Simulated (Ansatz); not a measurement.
Ga (space group I4/mmm) relaxed with several functionals in Ansatz (plane waves to 420 eV, scalar-relativistic PAW, no spin-orbit coupling, symmetry kept). The database cell has 17.58 Å³/atom; its temperature or method isn't stated, so the comparison with it is no error of the functional. No moments.

```
functional conventional cell V (Å³/atom) against the database cell (%) gap on mesh (eV) largest moment (μB)
PBE+D3(BJ) a = 2.814 Å, b = 2.814 Å, c = 4.534 Å, α = 90.00°, β = 90.00°, γ = 90.00°        17.95                            2.1              0.00                 0.00
       LDA  a = 2.766 Å, b = 2.766 Å, c = 4.478 Å, α = 90.00°, β = 90.00°, γ = 90.00°        17.13                           -2.5              0.00                 0.00
       PBE  a = 2.857 Å, b = 2.857 Å, c = 4.644 Å, α = 90.00°, β = 90.00°, γ = 90.00°        18.96                            7.9              0.00                 0.00
```

This form isn't the element's structure at ambient conditions.